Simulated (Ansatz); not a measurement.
A run of Ansatz 0.2.0 is set up as follows.

Contents of input.yaml:

```yaml
crystal:
  lattice:
    - [0.0, 2.96575, 2.96575]
    - [2.96575, 0.0, 2.96575]
    - [2.96575, 2.96575, 0.0]
  atoms:
    - { symbol: Pb, position: [0.0, 0.0, 0.0] }
    - { symbol: S, position: [0.5, 0.5, 0.5] }
kpoints:
  mp_grid: { grid: [8, 8, 8] }
scf:
  occupations: { method: fermi_dirac, width: 0.05 }
hamiltonian:
  xc: revpbe
  dispersion: d4
  pseudopotentials: { kind: all_electron, lapw: { basis_error: 0.001 } }
output:
  forces: true
  stress: true
relax:
  f_tol: 0.005
  max_steps: 60
  cell: {}
```

Potentials or basis: all-electron LAPW, scalar-relativistic.

Run with:

```bash
$ ansatz run input.yaml --threads 1 --pin off --max-ram 3072MiB --backend cpu --events-out ev --progress --plain --runs-dir out
```

Estimate the relaxed volume.

26.19 Å³/atom.

What does it give for the space group after relaxing (to 0.05 Å)?

Fm-3m (No. 225).

What does it give for the relaxed cell?

a = 4.200 Å, b = 4.200 Å, c = 4.200 Å, α = 60.00°, β = 60.00°, γ = 60.00°.

Step by step:
| step | energy change (eV) | largest force (eV/Å) | volume (Å³) |
| --- | --- | --- | --- |
| 1 | 0.0000 | 0.0000 | 52.17 |
| 2 | -0.0001 | 0.0000 | 52.49 |
| 3 | -0.0001 | 0.0000 | 52.39 |
| 4 | -0.0001 | 0.0000 | 52.39 |

Spin-orbit coupling is left out, which matters for the levels of Pb. Zero-point motion and thermal expansion aren't in these numbers.
